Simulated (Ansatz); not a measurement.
Below is a relaxed structure of Ge. The cell was found from a structure generator's guess, not taken from experiment.

Computed with DFT PBE, scalar-relativistic, plane waves, PAW in Ansatz 0.2.0. Cutoff 420 eV, Γ-centred mesh, Gaussian smearing, no spin polarisation.

```xyz
4
Lattice="0.0000 3.8060 5.9669 1.9556 0.0000 5.9669 1.9556 3.8060 0.0000" Properties=species:S:1:pos:R:3 pbc="T T T"
Ge    2.9334    5.7091    6.7523
Ge    1.9556    3.8060    3.7689
Ge    1.9556    3.8060    8.1649
Ge    2.9334    5.7091   11.1484
```

Energies count from the standard state of Ge at the same level.

Problem. What space group does it have?

Solution. Fddd (No. 70). Conventional cell: a = 3.911 Å, b = 7.612 Å, c = 11.934 Å. Around Ge lie 4 Ge at 2.51–2.56 Å.

Problem. How far does it lie from the standard state of Ge?

Solution. +0.22 eV/atom. So it is a metastable form at best.

Problem. Is it a metal?

Solution. Yes, bands cross the Fermi level on the 14×14×14 mesh.

Problem. From what recipe could a structure generator have reached it?

Solution. One such recipe: 4-connected net of one element (Fddd, No. 70). Other recipes can lead to the same cell.

The last run used a 14×14×14 mesh for its 4-atom cell and Gaussian smearing of 0.10 eV. The zero gap may come from the functional, which often closes small gaps. A structure relaxed within its symmetry needn't be a true minimum. Another cell of Ge relaxed alike, in R-3m, lies 216 meV/atom lower, so this cell isn't the stable form at this level.
